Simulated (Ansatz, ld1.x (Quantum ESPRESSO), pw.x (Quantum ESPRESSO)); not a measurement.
Nd (Z = 60): one change to the ultrasoft potential, in the atom and in the sc crystal

Nd (Z = 60), ultrasoft, made with ld1.x (Quantum ESPRESSO) 7.5 (PBE, scalar-relativistic). Core [Kr] 4d10, reference 4f3 5s2 5p6 5d1 6s2 6p0. Waves: 5s (bound): rcut 1.85, rcutus 2.10 bohr; 6s (bound): rcut 1.85, rcutus 2.10 bohr; 5p (bound): rcut 2.60, rcutus 3.25 bohr; 6p (bound, empty): rcut 2.60, rcutus 3.25 bohr; 5d (bound): rcut 2.45, rcutus 3.40 bohr; 5d channel at 1.25 Ry: rcut 2.45, rcutus 3.40 bohr; 4f (bound): rcut 1.55, rcutus 1.65 bohr; 4f channel at 0.05 Ry: rcut 1.55, rcutus 1.65 bohr. Local part: all-electron potential smoothed inside 3.00 bohr (lloc = -2). Core correction: none. Augmentation charge: PSQ, inside the norm-conserving radii.

Change: local potential all-electron potential smoothed inside 2.84 bohr (lloc = -2).

Cutoffs, loose and tight: the cutoffs (Ry, on a coarse ladder) from which the occupation-weighted sum of valence levels, in a spherical-Bessel basis at the reference potential, stays within 10 and 1 mRy of its value at 400 Ry. They do not see the model core or the augmentation charge, which bear on the density cutoff. Test errors are all-electron minus pseudo excitation energies from the reference, over the configurations 4f4 5s2 5p6 5d0 6s2 6p0; 4f4 5s2 5p6 5d0 6s1 6p0; 4f4 5s2 5p6 5d0 6s0 6p0; 4f4 5s2 5p6 5d0 6s0 6p1; 4f3 5s2 5p6 5d1 6s1 6p0; 4f3 5s2 5p6 5d0 6s2 6p0; 4f5 5s2 5p6 5d0 6s0 6p0; variants that change the core or the reference have their own tests.

Crystal test: sc Nd in pw.x 7.5, no spin, 12³ k-points, Fermi–Dirac smearing 0.01 Ry, cutoffs set for each file from its atomic test. The reference is all-electron LAPW (Ansatz 0.2.0) with the same functional, mesh and smearing; V0 and B0 come from Birch–Murnaghan fits to the pressures at five volumes. Errors are pseudo minus all-electron; Δ is the rms difference of the E(V) curves that follow from these fits, minima aligned, over ±6 % about the mean V0. Mesh and smearing are coarse, so the numbers serve the comparison and aren't converged zero-temperature values; the lattice is a test structure that the element need not adopt. Spin polarisation and strong correlation are left out, which matters for this element.

All-electron: a0 = 2.637 Å (V0 = 18.34 Å³/atom), B0 = 104.2 GPa.

Question: Does the change bring the crystal closer to the all-electron result?

Answer: The mean pressure error goes from +26.50 to +24.97 GPa, a small move against the size of the error. Neither pressure curve crosses zero within the volumes sampled, so no fits are given.

```csv
quantity,base,changed
outcome (atom),generated,generated
"cutoff, loose (atom)",45 Ry,45 Ry
"cutoff, tight (atom)",80 Ry,80 Ry
bound ghosts (atom),none,none
largest test error (meV) (atom),test run stopped at test 1 of 7 (negative rho),test run stopped at test 1 of 7 (negative rho)
cutoffs in pw.x (Ry),100/800,100/800
mean pressure error (GPa),+26.50,+24.97
```

Base: The largest radius (3.40 bohr) exceeds half the bond length (2.50 bohr), so the spheres overlap, which is one possible source of error among others. This is a poor potential for the solid. Atomic configuration tests: test run stopped at test 1 of 7 (negative rho). Changed file: The largest radius (3.40 bohr) exceeds half the bond length (2.50 bohr), so the spheres overlap, which is one possible source of error among others. This is a poor potential for the solid. Atomic configuration tests: test run stopped at test 1 of 7 (negative rho). The atomic cutoffs weigh occupied waves only.
